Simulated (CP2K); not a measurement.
# AlCu3 (Fm-3m) in CP2K: equation of state, part 2 of 2

CP2K 2026.2. Earlier steps stand in the parts before.

### Step 7. Single point, PBEsol, 11.32 Å³/atom (volume scaled by 0.94)

The input, alcu3_eos.inp:

```
&GLOBAL
  PROJECT alcu3_eos
  RUN_TYPE ENERGY_FORCE
  PRINT_LEVEL LOW
&END GLOBAL
&FORCE_EVAL
  METHOD QS
  STRESS_TENSOR ANALYTICAL
  &DFT
    BASIS_SET_FILE_NAME BASIS_MOLOPT_UZH
    POTENTIAL_FILE_NAME POTENTIAL_UZH
    WFN_RESTART_FILE_NAME previous-RESTART.kp
    &MGRID
      CUTOFF 450
      REL_CUTOFF 60
      NGRIDS 5
    &END MGRID
    &QS
      METHOD GPW
      EPS_DEFAULT 1.0E-10
    &END QS
    &KPOINTS
      SCHEME MONKHORST-PACK 8 8 8
      GAMMA_CENTERED T
      SYMMETRY T
      SYMMETRY_BACKEND SPGLIB
    &END KPOINTS
    &SCF
      SCF_GUESS RESTART
      EPS_SCF 1.0E-6
      MAX_SCF 100
      ADDED_MOS 23
      CHOLESKY OFF
      EPS_EIGVAL 1.0E-7
      &DIAGONALIZATION ON
        ALGORITHM STANDARD
      &END DIAGONALIZATION
      &MIXING ON
        METHOD BROYDEN_MIXING
        ALPHA 0.4
        BETA 1.5
        NBUFFER 8
      &END MIXING
      &SMEAR ON
        METHOD FERMI_DIRAC
        ELECTRONIC_TEMPERATURE 580.23
      &END SMEAR
    &END SCF
    &XC
      &XC_FUNCTIONAL
        &GGA_X_PBE_SOL
        &END GGA_X_PBE_SOL
        &GGA_C_PBE_SOL
        &END GGA_C_PBE_SOL
      &END XC_FUNCTIONAL
    &END XC
    &PRINT
      &KPOINTS ON
      &END KPOINTS
      &MULLIKEN ON
      &END MULLIKEN
      &MO ON
        ENERGIES T
        OCCUPATION_NUMBERS T
        &EACH
          QS_SCF 0
        &END EACH
        ADD_LAST NUMERIC
      &END MO
    &END PRINT
  &END DFT
  &SUBSYS
    &CELL
      A 4.0008885799 0.0000000000 0.0000000000
      B 2.0004442900 3.4648711480 0.0000000000
      C 2.0004442900 1.1549570493 3.2667118462
      PERIODIC XYZ
    &END CELL
    &COORD
      SCALED
      Cu  0.7500000000 0.7500000000 0.7500000000
      Cu  0.2500000000 0.2500000000 0.2500000000
      Cu  0.5000000000 0.5000000000 0.5000000000
      Al  0.0000000000 0.0000000000 0.0000000000
    &END COORD
    &KIND Cu
      BASIS_SET TZVP-MOLOPT-PBE-GTH-q11
      POTENTIAL GTH-PBE-q11
    &END KIND
    &KIND Al
      BASIS_SET TZVP-MOLOPT-PBE-GTH-q3
      POTENTIAL GTH-PBE-q3
    &END KIND
    &PRINT
      &ATOMIC_COORDINATES ON
      &END ATOMIC_COORDINATES
      &CELL ON
      &END CELL
    &END PRINT
  &END SUBSYS
  &PRINT
    &FORCES ON
    &END FORCES
    &STRESS_TENSOR ON
    &END STRESS_TENSOR
  &END PRINT
&END FORCE_EVAL
```

Potentials or basis: POTENTIAL_UZH Cu GTH-PBE-q11, Al GTH-PBE-q3; TZVP-MOLOPT-PBE-GTH basis.

Started as:

```bash
> OMP_NUM_THREADS=1 mpirun -n 3 cp2k.psmp -i alcu3_eos.inp -o alcu3_eos.out
```

alcu3_eos.out:

```text

 CP2K| version string:                                       CP2K version 2026.2
 CP2K| Input file name                                             alcu3_eos.inp

 GLOBAL| Force Environment number                                              1
 GLOBAL| Basis set file name                                    BASIS_MOLOPT_UZH
 GLOBAL| Potential file name                                       POTENTIAL_UZH
 GLOBAL| MM Potential file name                                     MM_POTENTIAL
 GLOBAL| Coordinate file name                                      __STD_INPUT__
 GLOBAL| Method name                                                        CP2K
 GLOBAL| Project name                                                  alcu3_eos
 GLOBAL| Run type                                                   ENERGY_FORCE
 GLOBAL| FFT library                                                       FFTW3
[... 6 lines left out ...]
 GLOBAL| Total number of message passing processes                             3
 GLOBAL| Number of threads for this process                                    1
 GLOBAL| CPU model name           Intel(R) Xeon(R) Platinum 8259CL CPU @ 2.50GHz

 CELL| Volume [angstrom^3]:                                            45.285000
 CELL| Vector a [angstrom]:       4.001     0.000     0.000   |a| =     4.000889
 CELL| Vector b [angstrom]:       2.000     3.465     0.000   |b| =     4.000889
 CELL| Vector c [angstrom]:       2.000     1.155     3.267   |c| =     4.000889
 CELL| Angle (b,c), alpha [degree]:                                    60.000000
 CELL| Angle (a,c), beta  [degree]:                                    60.000000
 CELL| Angle (a,b), gamma [degree]:                                    60.000000
 CELL| Numerically orthorhombic:                                              NO
[... 813 lines left out ...]
 MO|     41               1.387879              37.766103               0.000000
 MO| Sum:                                                              36.002896
 MO| E(Fermi):            0.302276 a.u.          8.225346 eV

 [... the levels of further k-points ...]

 !-----------------------------------------------------------------------------!
                     Mulliken Population Analysis

 #  Atom  Element  Kind  Atomic population                           Net charge
       1     Cu       1         11.300604                             -0.300604
       2     Cu       1         11.300553                             -0.300553
       3     Cu       1         10.723932                              0.276068
       4     Al       2          2.674910                              0.325090
 # Total charge                             36.000000                  0.000000

 !-----------------------------------------------------------------------------!

 ENERGY| Total FORCE_EVAL ( QS ) energy [hartree]           -145.128694799100742

 FORCES| Atomic forces [hartree/bohr]
 FORCES|   Atom     x               y               z               |f|
 FORCES|      1  1.65149548E-07  1.45475192E-07 -2.57112704E-08   2.21581755E-07
 FORCES|      2 -1.66343632E-07 -1.50751057E-07  2.94023544E-08   2.26408002E-07
 FORCES|      3  5.76754510E-10  5.79173686E-09 -9.32235484E-10   5.89456738E-09
 FORCES|      4  5.75532899E-10 -5.14752892E-10 -2.83043692E-09   2.93386807E-09
 FORCES| Sum    -4.17965085E-11  1.11946865E-12 -7.15884059E-11
 FORCES| Total atomic force                                       8.29041687E-11

 STRESS| Analytical stress tensor [bar]
 STRESS|                        x                   y                   z
 STRESS|      x        1.25722031869E+05  -8.76835738533E+01  -6.20933838939E+01
 STRESS|      y       -8.76835738533E+01   1.25822647701E+05  -3.57855626732E+01
 STRESS|      z       -6.20933838939E+01  -3.57855626732E+01   1.25849109821E+05
 STRESS| 1/3 Trace                                             1.25797929797E+05
 STRESS| Determinant                                           1.99076504706E+15

 STRESS| Eigenvectors and eigenvalues of the analytical stress tensor [bar]
 STRESS|                        1                   2                   3
 STRESS| Eigenvalues   1.25645965836E+05   1.25873409292E+05   1.25874414263E+05
 STRESS|      x           0.816164769248     -0.454067109275     -0.357348750820
 STRESS|      y           0.472430239111      0.880470344756     -0.039769852625
 STRESS|      z           0.332693159850     -0.136363603206      0.933123908765
```

Run time: 5.4 min. Hardware: 3 MPI ranks of Intel Xeon Platinum 8259CL at 2.50GHz (Skylake/Cascade Lake), shared host.

What came out:

- Free energy: -3949.1526 eV
- Pressure: 12.6 GPa
- Band gap on the k mesh: none (metal or under the smearing width)
- Mulliken charges: Cu -0.30, +0.28; Al +0.33 e

Caveat: Mulliken charges move with the basis; the potentials were made for another functional, which shifts forces and pressure; the basis of atomic orbitals isn't converged, which shifts pressures, moduli and gaps.

### Step 8. Single point, PBEsol, 12.77 Å³/atom (volume scaled by 1.06)

Changes to alcu3_eos.inp since step 7:

```diff
@@ -73,5 +73,5 @@
     &CELL
-      A 4.0008885799 0.0000000000 0.0000000000
-      B 2.0004442900 3.4648711480 0.0000000000
-      C 2.0004442900 1.1549570493 3.2667118462
+      A 4.1643682581 0.0000000000 0.0000000000
+      B 2.0821841291 3.6064487023 0.0000000000
+      C 2.0821841291 1.2021495674 3.4001924445
       PERIODIC XYZ
```

Started as:

```bash
> OMP_NUM_THREADS=1 mpirun -n 3 cp2k.psmp -i alcu3_eos.inp -o alcu3_eos.out
```

Run time: 5.6 min. Hardware: 3 MPI ranks of Intel Xeon Platinum 8259CL at 2.50GHz (Skylake/Cascade Lake), shared host.

Results (log left out):

```yaml
Free_energy: -3949.2193 eV
Pressure: -6.7 GPa
Band_gap_on_the_k_mesh: none (metal or under the smearing width)
Mulliken_charges: Cu -0.27, +0.18; Al +0.36 e
```

Caveat: Mulliken charges move with the basis; the potentials were made for another functional, which shifts forces and pressure; the basis of atomic orbitals isn't converged, which shifts pressures, moduli and gaps.

### Step 9. Equation of state, PBEsol

Potentials or basis: POTENTIAL_UZH Cu GTH-PBE-q11, Al GTH-PBE-q3; TZVP-MOLOPT-PBE-GTH basis.

This step only gathers the single runs of the series.

What came out:

| Quantity | Value |
| --- | --- |
| Equilibrium volume | 12.15 Å³/atom |
| Bulk modulus | 152 GPa |
| Pressure derivative of the bulk modulus | 4.6 |

Energy against volume, from the lowest point:
```csv
volume (Å³/atom),energy (meV/atom)
11.321,29.91
11.562,14.20
11.803,4.44
12.044,0.00
12.285,0.31
12.526,4.88
12.767,13.24
```

Caveat: the potentials were made for another functional, which shifts forces and pressure; the basis of atomic orbitals isn't converged, which shifts pressures, moduli and gaps.
